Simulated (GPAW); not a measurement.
# Ge (Fd-3m) in GPAW: further runs, part 2 of 2

GPAW 26.7.0.

### 3 G0W0 quasiparticle levels, RPBE

The input, run.py:

```python
import json
import numpy as np
from ase.dft.bandgap import bandgap
from ase.io import read, write
from gpaw import GPAW, PW
from gpaw.response.g0w0 import G0W0

atoms = read('Ge.xyz')

calc = GPAW(mode=PW(450),
            xc='RPBE',
            kpts={'size': (4, 4, 4), 'gamma': True},
            occupations={'name': 'fermi-dirac', 'width': 0.001},
            nbands=11,
            convergence={'density': 1e-06},
            maxiter=150,
            txt='gpaw.txt')
atoms.calc = calc
energy = atoms.get_potential_energy()
calc.write('gs.gpw')
write('result.traj', atoms)
print(f'Energy: {energy:.6f} eV')
print('Fermi level:', round(calc.get_fermi_level(), 4), 'eV')
print(f'Gap: {bandgap(calc)[0]:.4f} eV, direct: {bandgap(calc, direct=True)[0]:.4f} eV')

calc.diagonalize_full_hamiltonian(nbands=106)
calc.write('full.gpw', mode='all')

ibz = calc.get_ibz_k_points()
gap, vbm, cbm = bandgap(calc, output=None)
gap, direct, _ = bandgap(calc, direct=True, output=None)
gamma = int(np.abs(ibz).sum(1).argmin())
kpts = sorted({gamma, vbm[1], cbm[1], direct[1]})
gw = G0W0(calc='full.gpw',
          filename='gw',
          ecut=100,
          ecut_extrapolation=True,
          relbands=(-2, 2),
          kpts=kpts,
          integrate_gamma='WS',
          ppa=True)
gw.calculate()
results = {mode: {key: np.asarray(r[key]).tolist() for key in ['f', 'eps', 'vxc', 'exx', 'sigma', 'Z', 'qp', 'sigma_eskn']}
           for mode, r in gw.all_results.items()}
json.dump({'kpts': ibz[kpts].tolist(), 'results': results}, open('gw.json', 'w'))
for mode, r in results.items():
    f, qp = np.array(r['f']), np.array(r['qp'])
    print(mode, 'quasiparticle energies (eV):')
    print(qp.round(3))
    print(mode, 'gap:', round(qp[f < 0.5].min() - qp[f > 0.5].max(), 4), 'eV')
```

The input, Ge.xyz:

```xyz
2
Lattice="0.0000000000 2.8289100000 2.8289100000 2.8289100000 0.0000000000 2.8289100000 2.8289100000 2.8289100000 0.0000000000" Properties=species:S:1:pos:R:3 pbc="T T T"
Ge     4.2433650000      4.2433650000      4.2433650000
Ge     2.8289100000      2.8289100000      2.8289100000
```

Potentials or basis: the program's PAW data sets (release 1.2.1) made for this functional, pw.

Command:

```bash
OMP_NUM_THREADS=1 python run.py
```

gpaw.txt:

```text
__  _  _
 | _ |_)|_||  |
 |__||  | ||/\| - 26.7.0

Input parameters:
  mode=PW(ecut=450.00000000000006),
  convergence={'density': 1e-06},
  kpts=MonkhorstPack(size=(4, 4, 4), gamma=True),
  maxiter=150,
  nbands=11,
  occupations=Occupations(name='fermi-dirac', width=0.001),
  xc=XC(name='RPBE')

Diagonalizing LCAO Hamiltonian
Converting LCAO to pw mode

           Ge

       Ge

Atoms  # Å, Bohr magnetons
|   | symbol |        x |        y |        z |    initial magnetic moments |
|---|--------|----------|----------|----------|-----------------------------|
| 0 |     Ge | 4.243365 | 4.243365 | 4.243365 | ( 0.0000,  0.0000,  0.0000) |
| 1 |     Ge | 2.828910 | 2.828910 | 2.828910 | ( 0.0000,  0.0000,  0.0000) |

Unit cell  # Å
| periodic |        x |        y |        z |  lengths |    angles |
|----------|----------|----------|----------|----------|-----------|
|      yes | 0.000000 | 2.828910 | 2.828910 | 4.000683 | 60.000000 |
|      yes | 2.828910 | 0.000000 | 2.828910 | 4.000683 | 60.000000 |
|      yes | 2.828910 | 2.828910 | 0.000000 | 4.000683 | 60.000000 |

Number of symmetries: 24
Symmetry operations  # r_c * U_cc + t_c -> r_c
|    | kind |            matrix            |
|----|------|------------------------------|
|  0 |  E   |  1, 0, 0,  0, 1, 0,  0, 0, 1 |
|  1 |  σ   |  1, 0, 0,  0, 0, 1,  0, 1, 0 |
|  2 |  σ   |  1, 0,-1,  0, 1,-1,  0, 0,-1 |
|  3 |  C3  |  1, 0,-1,  0, 0,-1,  0, 1,-1 |
|  4 |  C3  |  1,-1, 0,  0,-1, 1,  0,-1, 0 |
|  5 |  σ   |  1,-1, 0,  0,-1, 0,  0,-1, 1 |
|  6 |  σ   |  0, 1, 0,  1, 0, 0,  0, 0, 1 |
|  7 |  C3  |  0, 1, 0,  0, 0, 1,  1, 0, 0 |
|  8 |  C2  |  0, 1,-1,  1, 0,-1,  0, 0,-1 |
|  9 |  S4  |  0, 1,-1,  0, 0,-1,  1, 0,-1 |
| 10 |  C3  |  0, 0, 1,  1, 0, 0,  0, 1, 0 |
| 11 |  σ   |  0, 0, 1,  0, 1, 0,  1, 0, 0 |
| 12 |  S4  |  0, 0,-1,  1, 0,-1,  0, 1,-1 |
| 13 |  C3  |  0, 0,-1,  0, 1,-1,  1, 0,-1 |
| 14 |  S4  |  0,-1, 1,  1,-1, 0,  0,-1, 0 |
| 15 |  C2  |  0,-1, 1,  0,-1, 0,  1,-1, 0 |
| 16 |  C3  |  0,-1, 0,  1,-1, 0,  0,-1, 1 |
| 17 |  S4  |  0,-1, 0,  0,-1, 1,  1,-1, 0 |
| 18 |  S4  | -1, 1, 0, -1, 0, 1, -1, 0, 0 |
| 19 |  C3  | -1, 1, 0, -1, 0, 0, -1, 0, 1 |
| 20 |  C3  | -1, 0, 1, -1, 1, 0, -1, 0, 0 |
| 21 |  S4  | -1, 0, 1, -1, 0, 0, -1, 1, 0 |
| 22 |  σ   | -1, 0, 0, -1, 1, 0, -1, 0, 1 |
| 23 |  C2  | -1, 0, 0, -1, 0, 1, -1, 1, 0 |

BZ-sampling:
  Number of BZ points: 64
  Number of IBZ points: 8

  Monkhorst-Pack size: [4, 4, 4]
  Monkhorst-Pack shift: [0.125, 0.125, 0.125]

K-points  # in reciprocal-cell coordinates
|   |                                coordinates |     weight |
|---|--------------------------------------------|------------|
| 0 | (  0.00000000,   0.00000000,   0.00000000) | 0.01562500 |
| 1 | (  0.25000000,   0.25000000,   0.00000000) | 0.09375000 |
| 2 | (  0.25000000,   0.25000000,   0.25000000) | 0.12500000 |
| 3 | (  0.50000000,   0.25000000,  -0.25000000) | 0.09375000 |
| 4 | (  0.50000000,   0.25000000,   0.25000000) | 0.18750000 |
| 5 | (  0.50000000,   0.50000000,   0.00000000) | 0.04687500 |
| 6 | (  0.50000000,   0.50000000,   0.25000000) | 0.37500000 |
| 7 | (  0.50000000,   0.50000000,   0.50000000) | 0.06250000 |

Plane wave coefficients: 992
Cutoff: 450.00000000000006 eV

Spin-components: 1 (collinear spins)
Bands:           11
Projectors:      10
Spin-degeneracy: 2
Datatype:        complex128

Parallelization:
  kpt:    1
  domain: 1
  band:   1

Density:
  Valence electrons: 8.0
  Components: 1
  Grid points: [20 20 20]
  Charge: 0.0  # |e|

Potential:
  Grid points: [20 20 20]

species:
  Ge:
    name:    Germanium
    Z:       32.0
    valence: 4
    core:    28
    charge:  0.0  # [|e|]
    compensation charges:
      type: gauss
      rc: 0.32  # [Å]
      lmax: 2
    cutoffs:
      filter: 1.77  # [Å]
      core: 3.42  # [Å]
    projectors
    | kind |    occ | energy [eV] | rcut [Å] |
    |------|--------|-------------|----------|
    |   4s |  2.000 |     -11.662 |    1.005 |
    |   4p |  2.000 |      -3.859 |    1.005 |
    |    s |        |      15.549 |    1.005 |
    |    p |        |      23.352 |    1.005 |
    |    d |        |       0.000 |    1.005 |

    Using partial waves for Ge as LCAO basis

Reference energy: -114207.418677  # eV

eigensolver:
  PPCG
  Converge bands: occupied
  niter=2

density mixing:
  MSR1-Mixer
  Pratt-step length: 0.05
  Maximum mixing coefficient: 0.75
  Old densities: 10
  SVD Regularization: 0.005
  Good broyden scale: 1.0
  Trust region scale: 1.0
  Backstep threshold: 4.0
  History deletion threshold: 6.0
  Fourier metric: weight=20.0, sigma=0.015

occupation numbers:
  Fermi-Dirac:
    width: 0.0010  # eV

poisson solver:
  ecut: 3600.0000000000005  # eV

xc functional:
  name: RPBE with 2 nearest neighbor stencil

convergence criteria:
- Maximum integral of absolute [dens]ity change: 1e-06 electrons / valence electron
- Maximum [total energy] change in last 3 cyles: 0.0005 eV / valence electron
- Maximum integral of absolute [eigenst]ate change: 4e-08 eV^2 / valence electron
maximum number of iterations: 150

SCF iterations
|iter     | |      energy | eigst |  dens |
|---------|-|-------------|-------|-------|
|iter:   1| |   -8.044533 | -0.47 |       |
|iter:   2| |   -8.044782 | -2.71 | -0.88 |
|iter:   3| |   -8.041538c| -2.61 | -0.90 |
|iter:   4| |   -8.045580 | -3.40 | -1.48 |
|iter:   5| |   -8.045873 | -4.94 | -2.41 |
|iter:   6| |   -8.045902c| -6.25 | -2.96 |
|iter:   7| |   -8.045902c| -7.55c| -3.77 |
|iter:   8| |   -8.045902c| -7.67c| -4.69 |
|iter:   9| |   -8.045902c| -7.89c| -5.10 |
|iter:  10| |   -8.045902c| -9.36c| -6.12c|

Converged in 10 steps
Energy contributions relative to reference atoms: (reference = -114207.418677)

Energy contributions:
  Kinetic:          26.159089
  Coulomb:         -22.795443
  Zero:              0.004699
  External:          0.000000
  Xc:              -11.414248
  Entropy:          -0.000000
  Spinorbit:         0.000000
  ----------------------------
  Free energy:      -8.045902
  Extrapolated:     -8.045902

dipole moment: (3.692125, 3.692125, 3.692125)  # |e|*Ang

Fermi level: 6.153
Eigenvalues  # (at kpt = [0.000, 0.000, 0.000])
| band index |      eig [eV] | occ [0-2] |
|------------|---------------|-----------|
|          0 |        -6.599 |     2.000 |
|          1 |         6.129 |     2.000 |
|          2 |         6.129 |     2.000 |
|          3 |         6.129 |     2.000 |
|          4 |         6.334 |     0.000 |
|          5 |         8.678 |     0.000 |
|          6 |         8.678 |     0.000 |
|          7 |         8.678 |     0.000 |
|          8 |        12.835 |     0.000 |
|          9 |        15.454 |     0.000 |
|         10 |        15.454 |     0.000 |

Gap: 0.205 eV
Transition (v -> c):
  (s=0, k=0, n=3, [0.00, 0.00, 0.00]) -> (s=0, k=0, n=4, [0.00, 0.00, 0.00])
No difference between direct/indirect transitions
# Writing to gs.gpw (mode='')

Matrix size: 992x992
# Writing to full.gpw (mode='all')
```

It took 44 s on 1 thread of Arm Neoverse V2, shared host; peak memory 0.25 GiB.

What came out:

- Free energy: -8.0459 eV
- Band gap on the k mesh, mean-field level: 0.20 eV, direct
- Quasiparticle gap: 1.30 eV
- Least direct quasiparticle gap: 1.30 eV

Levels at points of the mesh, in eV from the valence-band top:
```
           k point  band 1  band 2  band 3  band 4  band 5  band 6  band 7
(0.00, 0.00, 0.00)  -12.73    0.00    0.00    0.00    0.20    2.55    2.55
(0.50, 0.50, 0.00)   -8.85   -8.85   -3.08   -3.08    0.82    0.82    9.57
(0.50, 0.50, 0.50)  -10.66   -7.56   -1.41   -1.41    0.29    3.75    3.75
```

Caveat: the k mesh is coarse (spacing up to 0.48 Å⁻¹), so the values aren't converged; the quasiparticle gap is taken among the few k points that were corrected; the long-wavelength limit can be off by a per cent or two. A k mesh can miss the band edges.
